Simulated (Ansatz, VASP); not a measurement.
**TaN (TaN strained to the junction's net) in two plane-wave programs**

Aim: how closely do two programs agree when they are given the same cell, functional and k mesh? The cell is generated by rule, not measured, and may not be a known phase. The structure shown is the end of the Ansatz relaxation below.

Program: Ansatz 0.2.0. Level of theory: plane waves, with VASP 6.6.1 beside it; single point at PBE. Results are calculated unless marked as measured.

### 1. The structure

It takes space group I4/mmm (No. 139, tetragonal). Conventional cell: a = 3.203 Å, b = 3.203 Å, c = 4.382 Å, α = 90.00°, β = 90.00°, γ = 90.00°. N has 6 Ta at 2.19 to 2.26 Å nearest. Ta has 6 N at 2.19 to 2.26 Å nearest. Farther neighbours and most contacts between anions are not listed.

Structure file:

```cif
data_structure
_symmetry_space_group_name_H-M 'P 1'
_symmetry_Int_Tables_number 1
_cell_length_a 3.2030
_cell_length_b 3.2030
_cell_length_c 4.3819
_cell_angle_alpha 90.000
_cell_angle_beta 90.000
_cell_angle_gamma 90.000
_cell_volume 44.96
loop_
_atom_site_label
_atom_site_type_symbol
_atom_site_fract_x
_atom_site_fract_y
_atom_site_fract_z
_atom_site_occupancy
N1 N 0.00000 0.00000 0.00000 1
N2 N 0.50000 0.50000 0.50000 1
Ta3 Ta 0.50000 0.50000 0.00000 1
Ta4 Ta 0.00000 0.00000 0.50000 1
```

### 2. Ansatz: relaxation, PBE

Ansatz runs on its default PAW (the set named soft_2) files.

This run makes the geometry at which the two programs are then compared.

Input file input.yaml:

```yaml
crystal:
  lattice:
    - [3.203, 0.0, 0.0]
    - [0.0, 3.203, 0.0]
    - [0.0, 0.0, 4.3431917718]
  atoms:
    - { symbol: "N", position: [0.0, 0.0, 0.0] }
    - { symbol: Ta, position: [0.5, 0.5, 0.0] }
    - { symbol: "N", position: [0.5, 0.5, 0.5] }
    - { symbol: Ta, position: [0.0, 0.0, 0.5] }
kpoints:
  mp_grid: { grid: [10, 10, 7] }
scf:
  occupations: { method: fermi_dirac, width: 0.1 }
  max_iter: 150
hamiltonian:
  xc: pbe
relax:
  f_tol: 0.01
  max_steps: 40
  cell: { fix: [a, b, angles] }
```

The run is started by

```
> ansatz run input.yaml --threads 8 --pin off --max-ram 24576MiB --backend cpu --events-out ev --progress --plain --runs-dir out
```

Numbers of over 12 decimals in the logs are rounded to 6 here.

Log:

```text
Engine: ansatz 0.2.0, aarch64-unknown-linux-gnu
Pseudopotentials: kind: paw
Pseudopotential: N, paw, valence charge 5, recommended cutoff 420 eV (normal), N.paw.azcp
Pseudopotential: Ta, paw, valence charge 13, recommended cutoff 420 eV (normal), Ta.paw.azcp
Functional definition: PBE
  parameter kappa = 0.804
  parameter beta = 0.066725
  exchange = pbe_x(kappa = kappa, mu = beta*pi^2/3)
  correlation = pbe_c(beta = beta)
Crystal: 4 atoms, lattice volume = 44.558 Å³
Basis set: ecut = 420 eV, 863 PW (Γ), exchange–correlation on 48×48×60 points (8 copies of the dense FFT grid, shifted against one another)
Bands: 22, of which v1, the nominal top of the filled ones, is band 18 counted from 1 (17 counted from 0)
Symmetry: 32 space group operations
Space group: I4/mmm (ITA 139), of the structure as read, at distance tolerance 3.5e-5 Å
k-points: 84 of 700
Non-local potential: N, projectors of the file, l = 0: 2, l = 1: 2, l = 2: 1
Non-local potential: Ta, projectors of the file, l = 0: 3, l = 1: 2, l = 2: 2, l = 3: 1
PAW form: soft (Blöchl's): semilocal exchange-correlation on the pseudo side does not see the compensation charge
PAW one-centre angular grid: N, 110 points (default); XC on 64 Gauss nodes
PAW one-centre angular grid: Ta, 590 points (default); XC on 64 Gauss nodes
Initial density: superposition of atomic densities (neutral atoms: chi_scale 0, normalization atom), corrected by the library's trained network
Initial wavefunctions: pseudopotential atomic-orbital guess
Functional: x = pbe(κ = 0.804, μ = 0.219515), c = pbe(β = 0.066725)
SCF iter   1: F=—  HF=-20635.734763 eV  |F-HF|=—  |Δ(HF+E_count)|=         —  Δρ=2.62e-3  dr2=1.62e-3  ethr=1.77e-3  ⟨swp⟩=5.2  Hψ=17484  notcnv=0  defer=1
automatic band count: the SCF goes on with 26 bands, as 22 were too few: the levels above may hold too much charge
preconditioner: auto → Kerker (q_TF=auto, 2.633 Å⁻¹)  [metal: Δε(μ)=0.028 eV  Ē_g=10.599 eV  σ=0.100 eV  W_gap=0.07  n_scr=14 (ndim 8)  ℏωp=24.9 eV  f_vac=0.000  D(μ)=1.62/eV (n_scr^D=14)]
SCF iter   2: F=—  HF=-20635.734401 eV  |F-HF|=—  |Δ(HF+E_count)|=   3.61e-4  Δρ=1.53e-3  dr2=6.11e-4  ethr=4.49e-6  ⟨swp⟩=2.0  Hψ=3272  notcnv=0
SCF iter   3: F=—  HF=-20635.734443 eV  |F-HF|=—  |Δ(HF+E_count)|=   4.21e-5  Δρ=2.30e-4  dr2=1.42e-5  ethr=1.70e-6  ⟨swp⟩=2.5  Hψ=3410  notcnv=0
SCF iter   4: F=—  HF=-20635.734703 eV  |F-HF|=—  |Δ(HF+E_count)|=   2.60e-4  Δρ=1.03e-4  dr2=2.30e-6  ethr=3.94e-8  ⟨swp⟩=2.3  Hψ=3470  notcnv=0
iter 5 did not close the SCF: its close was put off for the readings that it lacked (scf_convergence_deferred on its scf_iter line)
SCF iter   5: F=-20635.734703 eV  HF=-20635.734703 eV  |F-HF|=8.32e-9  |Δ(HF+E_count)|=   2.38e-7  Δρ=1.18e-5  dr2=2.79e-8  ethr=6.40e-9  ⟨swp⟩=2.4  Hψ=3628  notcnv=0
SCF iter   6: F=-20635.734703 eV  HF=-20635.734703 eV  |F-HF|=2.95e-10  |Δ(HF+E_count)|=   1.04e-8  Δρ=3.31e-6  dr2=2.06e-9  ethr=7.75e-11  ⟨swp⟩=2.4  Hψ=6619  notcnv=0
SCF 1 converged in 6 iterations: F = -20635.734703 eV  dr2 = 2.06e-9
  greatest PAW one-centre occupation: 0.999 electrons in one spin orbital (limit 2), on the Ta atom at site 3 (counted from 0), in its partial waves of l = 0
relax step   1: F+E_penalty+E_count = -20635.73470334 eV  Δ(F+E_penalty+E_count) = +0.000e0 eV  max|allowed force component| = 3.501e-29 eV/Å  Δτ_max = 0.0000 Å  P = -8.809 GPa  Ω = 44.558 Å³  fix = [a, b, alpha, beta, gamma]  reactions: a -16.548, b -16.548 GPa  (6 SCF iters, dr2 threshold 1.00e-7 eV, accepted)
[...]
relax step   3: F+E_penalty+E_count = -20635.74153889 eV  Δ(F+E_penalty+E_count) = -4.682e-5 eV  max|allowed force component| = 2.081e-29 eV/Å  Δτ_max = 0.0000 Å  P = -11.839 GPa  Ω = 44.951 Å³  energy of the carried Pulay correction = -1.217e-3 eV  fix = [a, b, alpha, beta, gamma]  reactions: a -17.754, b -17.754 GPa  (6 SCF iters, dr2 threshold 1.11e-7 eV, accepted)
[...]
relax step   4: F+E_penalty+E_count = -20635.74289955 eV  Δ(F+E_penalty+E_count) = -1.361e-3 eV  max|allowed force component| = 3.254e-29 eV/Å  Δτ_max = 0.0000 Å  P = -11.796 GPa  Ω = 44.951 Å³  fix = [a, b, alpha, beta, gamma]  reactions: a -17.727, b -17.727 GPa  stress off target by 6.67e-2 GPa on what of the cell is left free  SCF on the basis re-selected at this cell (its energy is not comparable with the rows above)  (6 SCF iters)
[...]
relax step   5: F+E_penalty+E_count = -20635.74288791 eV  Δ(F+E_penalty+E_count) = +1.163e-5 eV  max|allowed force component| = 1.854e-29 eV/Å  Δτ_max = 0.0000 Å  P = -11.826 GPa  Ω = 44.955 Å³  energy of the carried Pulay correction = -1.249e-5 eV  fix = [a, b, alpha, beta, gamma]  reactions: a -17.739, b -17.739 GPa  (6 SCF iters, dr2 threshold 1.11e-8 eV, accepted)
[...]
relax step   6: F+E_penalty+E_count = -20635.74290051 eV  Δ(F+E_penalty+E_count) = -1.260e-5 eV  max|allowed force component| = 1.883e-29 eV/Å  Δτ_max = 0.0000 Å  P = -11.825 GPa  Ω = 44.955 Å³  fix = [a, b, alpha, beta, gamma]  reactions: a -17.739, b -17.739 GPa  stress off target by 9.14e-4 GPa on what of the cell is left free  SCF on the basis re-selected at this cell (its energy is not comparable with the rows above)  (7 SCF iters)
basis re-selected at this cell: Δ(F+E_penalty+E_count) = -1.260e-5 eV, ΔP = +0.000 GPa vs the last step (what re-selecting the basis moved, of the pressure what is left beyond the Pulay correction that the steps carried, after the strain that the cell walked since its last selection, with what the two solves' SCF thresholds leave and, on support functions, any second-order correction that the steps lacked; it is no m [...]
SCF converged after 7 iterations
Free energy (F): -20635.742901 eV
Harris-Foulkes:  -20635.742901 eV  (|F-HF|=3.64e-12)
Internal energy: -20635.687809 eV  (E = F + TS)
E sigma→0 (E₀):  -20635.715355 eV
Entropy (-TS):   -0.055091 eV (-13.773 meV/atom)
Fermi energy:    20.401263 eV
--- Per-component energies (eV) ---
  E_band       = -129.652592
  E_kinetic    = 994.996805
  E_local      = -1243.625342  (includes V_loc(G=0)·N_el)
  E_nonlocal   = 118.576571
  E_hartree    = 413.468921
  E_xc         = -558.116222
  E_vxc        = -562.444942  (∫ρ·V_xc dr)
  E_paw        = -17047.557966  (= ΣΔE_a)
  E_vpaw       = -264.093956  (= ΣTr[D̂ρ^β])
  E_aug_tail   = 0.000432  (compensation charges beyond the density's cutoff)
  E_ewald      = -3313.431009
  E_smearing   = -0.055091  (= −TS)
  E_closure    = 0.000000  (closes the sum)
  Σ components = -20635.742901   (vs F -20635.742901, Δ=0.00e0)
--- Forces (eV/Å), atoms counted from 1 ---
  atom   1  N     -0.00000000     0.00000000     0.00000000
  atom   2  Ta    -0.00000000    -0.00000000     0.00000000
  atom   3  N     -0.00000000     0.00000000     0.00000000
  atom   4  Ta     0.00000000    -0.00000000    -0.00000000
  max |Σ_I F_I| component: 1.38e-29 eV/Å
--- Stress (GPa, compression-positive) ---
      -17.738524      -0.000000      -0.000000
       -0.000000     -17.738524      -0.000000
       -0.000000      -0.000000       0.000914
  P = ⅓ Tr σ = -11.8254 GPa (-118.254 kbar)
--- Relaxed structure (4 steps of the walk, 4 accepted, 2 SCFs on fresh bases) ---
  F+E_penalty+E_count = -20635.74290051 eV   max|allowed force component| = 1.883e-29 eV/Å   (the final SCF, on the basis selected at the relaxed cell)
  cell:  # Å, volume = 44.9550 Å³
    - [3.203, 0, 0]
    - [0, 3.203, 0]
    - [0, 0, 4.381920]
  atoms:
    - { symbol: N, position: [0, 0, 0] }
    - { symbol: Ta, position: [0.500000, 0.500000, 0] }
    - { symbol: N, position: [0.500000, 0.500000, 0.5] }
    - { symbol: Ta, position: [0, 0, 0.5] }
```

### 3. VASP: single point, PBE

The same cell, functional, mesh and smearing now go to VASP, with its own data sets.

Lines of VASP's logs that name or quote its potential files are left out, and so is its time.

Input file INCAR:

```
SYSTEM = TaN
PREC = Accurate
ENCUT = 600
EDIFF = 1E-06
NELM = 120
ISMEAR = -1
SIGMA = 0.1
LREAL = .FALSE.
ALGO = Normal
GGA = PE
NBANDS = 22
LASPH = .TRUE.
LORBIT = 11
LWAVE = .FALSE.
LCHARG = .FALSE.
ISIF = 2
GGA_COMPAT = .FALSE.
```

Input file POSCAR:

```
TaN
1.0
    3.2030000000      0.0000000000      0.0000000000
    0.0000000000      3.2030000000      0.0000000000
    0.0000000000      0.0000000000      4.3819202882
N Ta
2 2
Direct
    0.0000000000      0.0000000000      0.0000000000
    0.5000000000      0.5000000000      0.5000000000
    0.5000000000      0.5000000000      0.0000000000
    0.0000000000      0.0000000000      0.5000000000
```

Input file KPOINTS:

```
Automatic mesh
0
Gamma
10 10 7
0 0 0
```

Potentials, in the order of the species: N and Ta_pv (PBE family, release 64).

The run is started by

```
> mpirun -np 1 vasp_std
```

Log:

```text
[banner, memory and clock lines left out]
running    1 mpi-ranks, on    1 nodes
 distrk:  each k-point on    1 cores,    1 groups
 distr:  one band on    1 cores,    1 groups

 POSCAR found type information on POSCAR N Ta
 POSCAR found :  2 types and       4 ions
 LDA part: xc-table for (Slater+PW92), standard interpolation
 POSCAR, INCAR and KPOINTS ok, starting setup
 FFT: planning ... GRIDC
 FFT: planning ... GRID_SOFT
 FFT: planning ... GRID
 WAVECAR not read
 entering main loop
       N       E                     dE             d eps       ncg     rms          rms(c)
DAV:   1     0.277057787571E+03    0.27706E+03   -0.19347E+04  3696   0.171E+03
DAV:   2    -0.343619569719E+02   -0.31142E+03   -0.29833E+03  4330   0.457E+02
DAV:   3    -0.493754210647E+02   -0.15013E+02   -0.14641E+02  4698   0.920E+01
DAV:   4    -0.496700240818E+02   -0.29460E+00   -0.29096E+00  4618   0.122E+01
DAV:   5    -0.496768707500E+02   -0.68467E-02   -0.68238E-02  4670   0.140E+00    0.305E+01
DAV:   6    -0.438243232537E+02    0.58525E+01   -0.31701E+01  4470   0.367E+01    0.132E+01
DAV:   7    -0.436322861452E+02    0.19204E+00   -0.15043E+00  4350   0.802E+00    0.794E+00
DAV:   8    -0.435853869489E+02    0.46899E-01   -0.28429E-01  4302   0.393E+00    0.868E-01
DAV:   9    -0.435751931285E+02    0.10194E-01   -0.50741E-02  4486   0.126E+00    0.252E-01
DAV:  10    -0.435751227748E+02    0.70354E-04   -0.40415E-03  4482   0.545E-01    0.872E-02
DAV:  11    -0.435749828102E+02    0.13996E-03   -0.48755E-04  4580   0.163E-01    0.156E-02
DAV:  12    -0.435749838923E+02   -0.10821E-05   -0.50610E-05  4600   0.469E-02    0.729E-03
DAV:  13    -0.435749829023E+02    0.99001E-06   -0.39054E-06  4238   0.125E-02
   1 F= -.43574983E+02 E0= -.43547392E+02  d E =-.551809E-01
```

From OUTCAR (step 3):

```text
ion  position               nearest neighbor table
   1  0.000  0.000  0.000-   4 2.19   4 2.19   3 2.26   3 2.26   3 2.26   3 2.26
   2  0.500  0.500  0.500-   3 2.19   3 2.19   4 2.26   4 2.26   4 2.26   4 2.26
   3  0.500  0.500  0.000-   2 2.19   2 2.19   1 2.26   1 2.26   1 2.26   1 2.26   4 3.15   4 3.15
                             4 3.15   4 3.15   4 3.15   4 3.15   4 3.15   4 3.15
   4  0.000  0.000  0.500-   1 2.19   1 2.19   2 2.26   2 2.26   2 2.26   2 2.26   3 3.15   3 3.15
                             3 3.15   3 3.15   3 3.15   3 3.15   3 3.15   3 3.15

  LATTYP: Found a simple tetragonal cell.
 ALAT       =     3.2030000000
 C/A-ratio  =     1.3680675268

 Subroutine GETGRP returns: Found 16 space group operations
 (whereof 16 operations were pure point group operations)

The static configuration has the point symmetry D_4h.

 Found     84 irreducible k-points:

   k-points           NKPTS =     84   k-points in BZ     NKDIM =     84   number of bands    NBANDS=     22

   dimension x,y,z NGX =    28 NGY =   28 NGZ =   36
   dimension x,y,z NGXF=    56 NGYF=   56 NGZF=   72

   ENCUT  =  600.0 eV  44.10 Ry    6.64 a.u.   6.40  6.40  8.75*2*pi/ulx,y,z

   NELECT =      32.0000    total number of electrons

 k-points in reciprocal lattice and weights: Automatic mesh
   0.00000000  0.00000000  0.00000000       0.001
   0.10000000  0.00000000  0.00000000       0.006
   0.20000000  0.00000000  0.00000000       0.006
   0.30000000  0.00000000  0.00000000       0.006
   0.40000000  0.00000000  0.00000000       0.006
   0.50000000  0.00000000  0.00000000       0.003
   0.10000000  0.10000000  0.00000000       0.006
   0.20000000  0.10000000  0.00000000       0.011
   0.30000000  0.10000000  0.00000000       0.011
[...]
0.50000000  0.40000000  0.42857143       0.011
   0.50000000  0.50000000  0.42857143       0.003

 average (electrostatic) potential at core
       1 -61.7737       2 -61.7737       3 -35.5721       4 -35.5721

 E-fermi :   8.8880

 k-point     1 :       0.0000    0.0000    0.0000
  band No.  band energies     occupation
    ...
     16       6.8534      2.00000
     17       6.8534      2.00000
     18       7.2151      2.00000
     19       8.7570      1.57498
     20       8.8714      1.08277
     21      10.3322      0.00000
     22      10.8877      0.00000

 k-point     2 :       0.1000    0.0000    0.0000
  band No.  band energies     occupation
    ...
     14       4.9811      2.00000
     15       5.0034      2.00000
     16       6.9573      2.00000
     17       7.1060      2.00000
     18       7.6120      1.99999
     19       9.4664      0.00613
     20       9.5446      0.00281
     21      10.5738      0.00000
     22      11.4024      0.00000

 k-point     3 :       0.2000    0.0000    0.0000
  band No.  band energies     occupation
    ...
     14       4.3381      2.00000
     15       6.0537      2.00000
     16       7.2644      2.00000
     17       7.5869      2.00000
     18       8.4322      1.97925
     19      10.2069      0.00000
     20      11.1644      0.00000
     21      11.4142      0.00000
     22      11.6026      0.00000

  Total       -4.8457249     -4.8457249      0.1718943      0.0000000      0.0000000      0.0000000
  in kB     -172.6994643   -172.6994643      6.1262351      0.0000000      0.0000000      0.0000000
  external PRESSURE =    -113.0908978 kB  Pullay stress =       0.0000000 kB

  energy-cutoff  :      600.00
  volume of cell :       44.96
      direct lattice vectors                 reciprocal lattice vectors
     3.203000000  0.000000000  0.000000000     0.312207306  0.000000000  0.000000000
     0.000000000  3.203000000  0.000000000     0.000000000  0.312207306  0.000000000
     0.000000000  0.000000000  4.381920288     0.000000000  0.000000000  0.228210450

 POSITION                                       TOTAL-FORCE (eV/Angst)
 -----------------------------------------------------------------------------------
      0.00000      0.00000      0.00000         0.000000      0.000000     -0.000000
      1.60150      1.60150      2.19096         0.000000      0.000000      0.000000
      1.60150      1.60150      0.00000        -0.000000     -0.000000     -0.000000
      0.00000      0.00000      2.19096         0.000000      0.000000     -0.000000
 -----------------------------------------------------------------------------------
    total drift:                                0.000000      0.000000      0.000000

  FREE ENERGIE OF THE ION-ELECTRON SYSTEM (eV)
  ---------------------------------------------------
  free  energy   TOTEN  =       -43.5749829023 eV

  energy  without entropy=      -43.5198020087  energy(sigma->0) =      -43.54739246

 total charge
# of ion       s       p       d       tot
------------------------------------------
    1        1.224   2.491   0.000   3.715
    2        1.224   2.491   0.000   3.715
    3        0.261   6.193   2.377   8.831
    4        0.261   6.193   2.377   8.831
--------------------------------------------------
tot          2.970  17.366   4.755  25.091

[... 3 further parts left out ...]
```

The run ends at a pressure of -11.31 GPa.

### 4. Comparison

Known differences besides the potentials themselves: the data sets hold 36 valence electrons in Ansatz (on its default PAW (the set named soft_2) files) and 32 in VASP; the cutoff is 420 eV in Ansatz and 600 eV in VASP; Ansatz's pressure holds a Pulay correction, VASP's none. Total energies have different zeros and are not compared.

Both answers:

```csv
quantity,Ansatz,VASP,difference
pressure (GPa),-11.83,-11.31,-0.52
```

### 5. What came out

```json
{"difference in pressure (single point, PBE)": "-0.52 GPa"}
```

In words: The difference in pressure is -0.52 GPa (single point, PBE), within the 1 GPa picked in this series as the mark of a large difference. The data sets hold unlike numbers of valence electrons (36 in Ansatz and 32 in VASP), so part of the differences comes from the potentials. How closely two codes agree says nothing of how well the functional describes the real material.

[Lines on the potential files, build, host, timing and source positions are cut from VASP's logs without a mark.]

[Logs are printed without paths, hosts, clocks, repeated set-up lines and the standing remarks that a program may print on its own settings, such as how far it seeks lower states.]

[Hosts, paths, dates, database ids (printed as entryN), source tags and the programs' standing remarks are cut or masked in the printed files.]
